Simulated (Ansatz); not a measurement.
**MnO under changes of volume**

One of the cells (10.999 Å³/atom); the others are scaled copies at fixed shape and fractional positions:

```xyz
2
Lattice="0.0000 2.2239 2.2239 2.2239 0.0000 2.2239 2.2239 2.2239 0.0000" Properties=species:S:1:pos:R:3 pbc="T T T"
Mn    0.0000    0.0000    0.0000
O     2.2239    2.2239    2.2239
```

The cell is a database's computed one.

- Program: Ansatz 0.2.0
- Functional: PBEsol
- Potentials or basis: Ansatz PAW
- Cutoff: 420 eV (not typed: the program's choice for these potentials)
- k mesh: 10 × 10 × 10
- Occupations: fermi-dirac, width 0.05 eV
- Spin: collinear spin, ferromagnetic start
- Starting moments: [4.0, 0.0] μB

```tsv
volume (Å³/atom)	energy over the lowest point (meV/atom)	pressure (GPa)	moment (μB per cell)
10.339	0.00	-2.1	4.53
10.559	4.44	-4.1	4.61
10.779	11.41	-5.8	4.68
10.999	19.73	-7.2	4.77
11.219	?	?	?
11.439	44.72	-11.3	4.82
11.659	61.10	-12.7	4.86
```

Q: What does the run at 11.219 Å³/atom give?

A: Energy over the lowest point 30.54 meV/atom; pressure -9.3 GPa; moment 4.80 μB per cell.

Worked out: A Birch-Murnaghan fit of order 3 (a polynomial in V^(-2/3)) to the other rows has no minimum within the range. It gives 31.00 meV/atom at 11.219 Å³/atom, against the run's 30.54, and -dE/dV = -9.0 GPa, against -9.3. A parabola through the other rows of the moment, of slope 0.187 μB per Å³/atom there, gives 4.80 μB, against the run's 4.80.

Energies are extrapolated to zero smearing.

Caveats: a cell with one magnetic atom can't hold antiferromagnetic order, which such compounds often take; the PAW data sets come from PBE, with cores solved anew for the run's functional, which leaves a small shift of forces and pressure.
